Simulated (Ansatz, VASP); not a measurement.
## Cross-check of ZnSi7O16 (Zn_Si) between VASP and Ansatz

One calculation is typed for both programs; each brings its own data sets. How far apart do they land? The cell is taken from a series of runs on this material, whose earlier steps may have relaxed, scaled, displaced or heated it; both programs get it as it stands.

Program: Ansatz 0.2.0. Level of theory: plane waves, with VASP 6.6.1 beside it; single point at r2SCANh with an exact-exchange share of 0.1. Results are calculated unless marked as measured.

In doubt: the hybrid run may have settled on a false gap or state, so the values of those runs are not to be relied on.

## 1. The structure

The cell holds 24 atoms: 7 Si, 16 O and 1 Zn. Its edges and angles: a = 5.919 Å, b = 5.919 Å, c = 5.338 Å, α = 90.0°, β = 90.0°, γ = 90.0°. It derives from SiO2 (SiO2 (P4_2/mnm)). Nearest the centre at fractional (0.500, 0.500, 0.500): Zn24 at 0.01 Å, O18 at 1.88 Å, O17 at 1.88 Å, O15 at 1.90 Å, O13 at 1.91 Å, O23 at 1.91 Å, O21 at 1.92 Å, Si2 at 2.66 Å.

Structure file:

```xyz
24
Lattice="4.1852 4.1852 0.0000 -4.1852 4.1852 0.0000 0.0000 0.0000 5.3376" Properties=species:S:1:pos:R:3 pbc="T T T"
Si   -4.1799    4.1827    0.0052
Si    0.0051    4.1826    0.0051
Si    2.0916    6.2692    1.3640
Si   -2.0838    6.2789    1.3241
Si   -4.1800    4.1826    2.6741
Si   -2.0815    2.0961    3.9840
Si   -2.0910    6.2717    4.0238
O    -2.9263    5.4365    5.3248
O     1.2944    5.4723    5.3339
O    -1.2845    2.8931    0.0143
O    -1.2485    7.1142    0.0231
O    -3.3738    3.3772    1.3364
O     0.9069    3.3426    1.2163
O    -0.8004    0.8038    1.3365
O    -0.8352    5.0842    1.2163
O    -2.8977    5.4649    2.6581
O     1.3362    5.5136    2.6845
O    -1.3259    2.8517    2.6633
O    -1.2770    7.0855    2.6900
O    -3.3747    3.3765    4.0116
O     0.8454    3.2809    4.1316
O    -0.8010    0.8028    4.0115
O    -0.8968    5.0228    4.1315
Zn    0.0051    4.1828    2.6739
```

## 2. Ansatz: single point, r2SCANh with an exact-exchange share of 0.1

Ansatz runs on its default PAW (the set named soft_2) files.

A single point gives forces, pressure and levels at one fixed geometry, so differences don't come from the geometry; what else differs is listed under the comparison.

input.yaml reads:

```yaml
crystal:
  checkpoint: "../q0.relax_smeared.run"
  host: checkpoint
basis:
  ecutwfc: 500
  xc_grid: 2
hamiltonian:
  xc: r2scanh
kpoints:
  mp_grid: { grid: [1, 1, 1] }
scf:
  occupations: { method: fermi_dirac, width: 0.01 }
  max_iter: 60
output:
  forces: true
  charged_corrections:
    epsilon: [3.41, 3.41, 3.59]
    static_epsilon: [11.6, 11.6, 9.01]
    defect_position: [0.5, 0.5, 0.5]
  eigenvalues: true
  eigenstates: { localisation: true }
  populations: true
checkpoint:
  read: "../q0.relax_smeared.run"
  write: "../q0.hyb.run"
  compress: false
  write_wavefunctions: false
  write_every: 100000
```

The run is started by

```console
ansatz run input.yaml --threads 4 --pin off --max-ram 9420MiB --backend cpu --events-out ev --progress --plain --runs-dir out
```

Numbers of over 12 decimals in the logs are rounded to 6 here.

Log:

```text
Warning: checkpoint.read: hamiltonian.xc differs: saved r2scan, current r2scanh; the SCF iterates under this deck's functional from the saved state
crystal.checkpoint: the structure is that of <dir>, a `relax` run, at its step 12: its result, under r2scan at a charge of 0 e; 24 atoms read, 0 with a starting moment; this deck's functional is r2scanh; crystal.structure_sha256 for this input is
Engine: ansatz 0.2.0, aarch64-unknown-linux-gnu
Pseudopotentials: kind: paw
Pseudopotential: Si, paw, valence charge 4, recommended cutoff 500 eV (meta_gga), Si.paw.azcp
Pseudopotential: O, paw, valence charge 6, recommended cutoff 500 eV (meta_gga), O.paw.azcp
Pseudopotential: Zn, paw, valence charge 12, recommended cutoff 500 eV (meta_gga), Zn.paw.azcp
Functional definition: r2SCANh
  parameter a = 0.1
  parameter k0 = 0.174
  parameter k1 = 0.065
  parameter a1 = 4.9479
  exchange = (1 - a)*r2scan_x(k0 = k0, k1 = k1, a1 = a1) + a*exact_x
  correlation = r2scan_c
Crystal: 24 atoms, lattice volume = 186.981 Å³
Basis set: ecut = 500 eV, 4727 PW (Γ), exchange–correlation on 90×90×80 points (8 copies of the dense FFT grid, shifted against one another)
Bands: 92, of which v1, the nominal top of the filled ones, is band 68 counted from 1 (67 counted from 0)
Symmetry: 1 space group operations
Space group: P1 (ITA 1), of the structure as read, at distance tolerance 5.7e-5 Å
k-points: 1
Non-local potential: Si, projectors of the file, l = 0: 2, l = 1: 2, l = 2: 2
Non-local potential: O, projectors of the file, l = 0: 2, l = 1: 2, l = 2: 1
Non-local potential: Zn, projectors of the file, l = 0: 2, l = 1: 2, l = 2: 3, l = 3: 1
PAW form: soft (Blöchl's): semilocal exchange-correlation on the pseudo side does not see the compensation charge
PAW frozen core: Si, regenerated for the run's functional, and the local potential with it (the file was generated under x = pbe(κ = 0.804, μ = 0.219515), c = pbe(β = 0.066725))
PAW frozen core: O, regenerated for the run's functional, and the local potential with it (the file was generated under x = pbe(κ = 0.804, μ = 0.219515), c = pbe(β = 0.066725))
PAW frozen core: Zn, regenerated for the run's functional, and the local potential with it (the file was generated under x = pbe(κ = 0.804, μ = 0.219515), c = pbe(β = 0.066725))
PAW one-centre angular grid: Si, 302 points (default); XC on 160 Gauss nodes
PAW one-centre angular grid: O, 302 points (default); XC on 160 Gauss nodes
PAW one-centre angular grid: Zn, 590 points (default); XC on 261 of its mesh's 2673 points in the sphere
Initial density: read from a saved state, or passed on in memory by an earlier SCF of this step, an earlier step, the calling program or the single point that the run made first
Initial wavefunctions: pseudopotential atomic-orbital guess
Functional: x = r2scan, c = r2scan; τ floored in thin density (d = 2e-4 eV/Å³), warm-up for x = 0.9 r2scan + 0.1 exact, c = r2scan; τ floored in thin density (d = 2e-4 eV/Å³)
iter 1 solved again at ethr=1.46e-5 eV; its pass at ethr=1.00e-1 eV (dr2=1.99e-2 eV) is discarded
SCF iter   1: F=—  HF=-16912.181552 eV  |F-HF|=—  |Δ(HF+E_count)|=         —  Δρ=3.97e-3  dr2=2.54e-2  dr2_τ=4.41e-4  ethr=1.46e-5  ⟨swp⟩=20.0  Hψ=745  notcnv=2
preconditioner: auto → none  [insulator: Δε(μ)=0.071 eV  Ē_g=19.384 eV  σ=0.010 eV  W_gap=0.95  n_scr=56 (ndim 8)  ℏωp=31.7 eV  f_vac=0.000  D(μ)=10.66/eV (n_scr^D=96)]
SCF iter   2: F=—  HF=-16912.437136 eV  |F-HF|=—  |Δ(HF+E_count)|=   2.56e-1  Δρ=6.03e-2  dr2=6.13e0  dr2_τ=1.14e-1  ethr=1.46e-5  ⟨swp⟩=8.0  Hψ=286  notcnv=0  recentre
iter 3 solved again at ethr=1.12e-6 eV; its pass at ethr=1.46e-5 eV (dr2=1.52e-3 eV) is discarded
SCF iter   3: F=—  HF=-16912.181083 eV  |F-HF|=—  |Δ(HF+E_count)|=   2.56e-1  Δρ=9.77e-4  dr2=1.50e-3  dr2_τ=1.74e-4  ethr=1.12e-6  ⟨swp⟩=5.0  Hψ=448  notcnv=0
SCF iter   4: F=—  HF=-16912.181037 eV  |F-HF|=—  |Δ(HF+E_count)|=   4.63e-5  Δρ=4.65e-4  dr2=2.77e-4  dr2_τ=3.60e-6  ethr=1.10e-6  ⟨swp⟩=2.0  Hψ=162  notcnv=0
SCF iter   5: F=—  HF=-16912.181032 eV  |F-HF|=—  |Δ(HF+E_count)|=   5.21e-6  Δρ=4.20e-4  dr2=2.53e-4  dr2_τ=5.32e-6  ethr=2.04e-7  ⟨swp⟩=2.0  Hψ=161  notcnv=0
SCF iter   6: F=—  HF=-16912.181026 eV  |F-HF|=—  |Δ(HF+E_count)|=   5.56e-6  Δρ=1.42e-4  dr2=2.48e-5  dr2_τ=6.51e-7  ethr=1.86e-7  ⟨swp⟩=2.0  Hψ=161  notcnv=0
SCF iter   7: F=—  HF=-16912.181026 eV  |F-HF|=—  |Δ(HF+E_count)|=   6.17e-7  Δρ=4.43e-5  dr2=2.59e-6  dr2_τ=6.97e-8  ethr=1.82e-8  ⟨swp⟩=2.0  Hψ=161  notcnv=0
SCF iter   8: F=-16912.181026 eV  HF=-16912.181026 eV  |F-HF|=9.24e-9  |Δ(HF+E_count)|=   1.18e-8  Δρ=1.10e-5  dr2=5.58e-8  dr2_τ=4.60e-9  ethr=1.91e-9  ⟨swp⟩=4.0  Hψ=164  notcnv=0
SCF 1 converged in 8 iterations: F = -16912.181026 eV  dr2 = 5.58e-8
[...]
SCF 2 stopped early in 11 iterations: F = -16908.602306 eV  dr2 = 1.40e-6
  Residual-converged pass: ⟨swp⟩=4.0  Hψ=215  notcnv=0  max |occ|·‖R‖ = 5.4e-6 eV (tolerance 6.7e-6 eV)  dr2=1.40e-6  dr2_τ=1.55e-8  dr2_onsite=1.92e-7  max |Δocc| = 1.2e-22
hybrid outer 1: dexx = +3.720e-3 eV, tail = 4.71e-6 eV
Exchange kernel: α = 0.1000, full range, Wigner–Seitz truncation, v(0) = 1119.3663 eV·Å³, q-mesh 1×1×1, nearest image of the exchange supercell L = 5.34 Å, pair-density grid 30×30×27, without the augmentation charges, whose exchange is taken in its separable form (sized by the pseudopotential files, 45×45×40 at the most)
Frozen-core exchange: fock
[...]
preconditioner: auto → none  [insulator: Δε(μ)=0.676 eV  Ē_g=20.597 eV  σ=0.010 eV  W_gap=1.00  n_scr=56 (ndim 8)  ℏωp=31.7 eV  f_vac=0.000  D(μ)=0.00/eV (n_scr^D=0)]
[...]
SCF iter   5: F=—  HF=-16908.602273 eV  |F-HF|=—  |Δ(HF+E_count)|=   6.34e-4  Δρ=7.00e-5  dr2=6.78e-6  dr2_τ=3.66e-7  ethr=1.45e-10  ⟨swp⟩=7.0  Hψ=319  notcnv=0
SCF iter   6: F=—  HF=-16908.602271 eV  |F-HF|=—  |Δ(HF+E_count)|=   1.73e-6  Δρ=6.04e-6  dr2=2.40e-7  dr2_τ=4.61e-9  ethr=1.45e-10  ⟨swp⟩=4.0  Hψ=280  notcnv=0
SCF iter   7: F=—  HF=-16908.602271 eV  |F-HF|=—  |Δ(HF+E_count)|=   6.33e-9  Δρ=2.66e-6  dr2=1.86e-7  dr2_τ=1.32e-9  ethr=3.33e-11  ⟨swp⟩=4.0  Hψ=196  notcnv=0
SCF iter   8: F=—  HF=-16908.602273 eV  |F-HF|=—  |Δ(HF+E_count)|=   1.55e-6  Δρ=1.28e-5  dr2=2.50e-7  dr2_τ=7.48e-9  ethr=4.67e-12  ⟨swp⟩=6.0  Hψ=307  notcnv=0  defer=2
SCF iter   9: F=—  HF=-16908.602273 eV  |F-HF|=—  |Δ(HF+E_count)|=   4.07e-8  Δρ=2.50e-6  dr2=1.12e-8  dr2_τ=1.12e-9  ethr=4.67e-12  ⟨swp⟩=4.0  Hψ=272  notcnv=0
SCF iter  10: F=—  HF=-16908.602273 eV  |F-HF|=—  |Δ(HF+E_count)|=  9.68e-10  Δρ=1.28e-6  dr2=7.86e-9  dr2_τ=1.38e-10  ethr=3.70e-12  ⟨swp⟩=3.0  Hψ=170  notcnv=0
Mixer restart at iter 10: flushing history
SCF iter  11: F=—  HF=-16908.602273 eV  |F-HF|=—  |Δ(HF+E_count)|=   1.62e-8  Δρ=5.78e-6  dr2=5.48e-8  dr2_τ=1.08e-9  ethr=1.15e-12 (applied; sched 1.00e-12)  ⟨swp⟩=4.0  Hψ=207  notcnv=0
SCF iter  12: F=—  HF=-16908.602273 eV  |F-HF|=—  |Δ(HF+E_count)|=   6.97e-9  Δρ=7.71e-6  dr2=1.43e-7  dr2_τ=4.43e-9  ethr=1.61e-12 (applied; sched 1.00e-12)  ⟨swp⟩=5.0  Hψ=289  notcnv=0  recentre
SCF iter  13: F=-16908.602273 eV  HF=-16908.602273 eV  |F-HF|=1.28e-9  |Δ(HF+E_count)|=   1.14e-8  Δρ=1.72e-6  dr2=2.30e-9  dr2_τ=1.33e-10  ethr=1.47e-12 (applied; sched 1.00e-12)  ⟨swp⟩=4.0  Hψ=264  notcnv=0
SCF 3 converged in 13 iterations: F = -16908.602273 eV  dr2 = 2.30e-9
  Residual-converged pass: ⟨swp⟩=3.0  Hψ=166  notcnv=0  max |occ|·‖R‖ = 4.8e-7 eV (tolerance 5.0e-7 eV)  dr2=2.31e-9  dr2_τ=1.33e-10  dr2_onsite=5.62e-10  max |Δocc| = 1.1e-23
hybrid outer 2: dexx = +7.399e-8 eV, tail = 6.08e-9 eV, Δε = 1.20e-3 eV (about 6.55e-5 eV left of the loop's levels), ΔF = 7.33e-4 eV/Å (tail 1.44e-4)
WARN: the filled states extend beyond the cell (their overlap across the Brillouin zone is 0.180, against 0 in a metal and nearly 1 for localised states). With one k-point a hybrid's gap, moments and forces can then be wrong. Use a denser k-mesh, or a larger cell for a defect
hybrid SCF converged: 2 outer / 24 inner (+8 warm-up), last move |dexx| = 7.40e-8 eV, tail = 6.08e-9 eV
Stability not checked: this state was not tested for a lower state beside it, because the functional holds exact exchange (a hybrid, or Hartree-Fock), whose exchange loop this test does not read (fock_operator; see scf.lower_state_search)
Free energy (F): -16908.602273 eV
Frozen-core exchange: fock
Harris-Foulkes:  -16908.602273 eV  (|F-HF|=1.28e-9)
Internal energy: -16908.602273 eV  (E = F + TS)
E sigma→0 (E₀):  -16908.602273 eV
Fermi energy:    9.798273 eV
--- Per-component energies (eV) ---
  E_band       = 123.639365
  E_kinetic    = 3376.316252
  E_local      = -6634.863034  (includes V_loc(G=0)·N_el)
  E_nonlocal   = 1528.753489
  E_hartree    = 2510.373064
  E_xc         = -1533.124336
  E_vxc        = -1928.656571  (∫ρ·V_xc dr)
  E_exx        = -185.188226  (= α·E_x^exact, valence–valence)
  E_paw        = -8031.079573  (= ΣΔE_a)
  E_vpaw       = -978.006260  (= ΣTr[D̂ρ^β])
  E_aug_tail   = 0.018125  (compensation charges beyond the density's cutoff)
  E_vtau       = 109.708995  (kinetic-family band-sum trace: ∫τ·v_τ [+ j·A + Jᵃ·Aᵃ] dr)
  E_ewald      = -7938.637911
  E_core_change = -1.170121  (= ΣΔE_core)
  E_smearing   = -0.000000  (= −TS)
  E_closure    = -0.000000  (closes the sum)
  Σ components = -16908.602273   (vs F -16908.602273, Δ=3.64e-12)
--- Forces (eV/Å), atoms counted from 1 ---
  atom   1  Si    -0.00104954     0.00225384     0.00309661
  atom   2  Si    -0.00071671     0.00076747    -0.00023490
  atom   3  Si     0.00232610     0.00111342     0.05391256
  atom   4  Si     0.00507051     0.00482724     0.01162760
  atom   5  O      0.05477004     0.05463821    -0.05729323
  atom   6  O      0.00877968     0.00612416     0.00229313
  atom   7  O     -0.00550035    -0.00679405    -0.01278563
  atom   8  O     -0.05527113    -0.05640069     0.06250589
  atom   9  O     -0.04530177     0.04233550    -0.00977963
  atom  10  O      0.04465952    -0.00780442    -0.07166661
  atom  11  O      0.04312642    -0.04524862    -0.01245506
  atom  12  O     -0.00766272     0.04853034    -0.07441729
  atom  13  Si    -0.00014674     0.00226588    -0.00319868
  atom  14  Zn     0.00099429    -0.00166013    -0.00025222
  atom  15  Si    -0.00049026    -0.00112627    -0.05560800
  atom  16  Si    -0.00583718    -0.00562259    -0.01180233
  atom  17  O      0.03873669     0.04037550    -0.01116515
  atom  18  O      0.07968788     0.08233408     0.00792307
  atom  19  O     -0.07970816    -0.07956075     0.00280769
  atom  20  O     -0.04012908    -0.03869134     0.00583812
  atom  21  O     -0.03403941     0.03863045     0.00957191
  atom  22  O      0.00222031    -0.04095536     0.07315954
  atom  23  O      0.03867439    -0.03336704     0.01147167
  atom  24  O     -0.04254427     0.00529968     0.07538342
  max |Σ_I F_I| component: 1.23e-2 eV/Å
--- Band table (eV) ---
  k-point 0: bands = [... 64 lower, 8.4020, 8.7284, 8.8000, 9.4601, 10.1364, 17.2721, 18.3363, 18.9979, ... 20 higher]
--- Löwdin populations: 24 sites ---
  site symbol       q [e]
     0     Si      2.2220
     1     Si      2.2911
     2     Si      2.2238
     3     Si      2.2209
     4      O      6.7299
     5      O      6.7476
     6      O      6.7476
     7      O      6.7298
     8      O      6.7505
     9      O      6.8058
    10      O      6.7505
    11      O      6.8058
    12     Si      2.2229
    13     Zn     10.3236
    14     Si      2.2239
    15     Si      2.2209
    16      O      6.7544
    17      O      6.8916
    18      O      6.8915
    19      O      6.7544
    20      O      6.7505
    21      O      6.8058
    22      O      6.7505
    23      O      6.8058
  spilling = 0.011607 (of n_electrons = 136.000000)
```

[end of part 1 of 2]

[Lines on the potential files, build, host, timing and source positions are cut from VASP's logs without a mark.]

[Logs are printed without paths, hosts, clocks, repeated set-up lines and the standing remarks that a program may print on its own settings, such as how far it seeks lower states.]

[Hosts, paths, dates, database ids (printed as entryN), source tags and the programs' standing remarks are cut or masked in the printed files.]
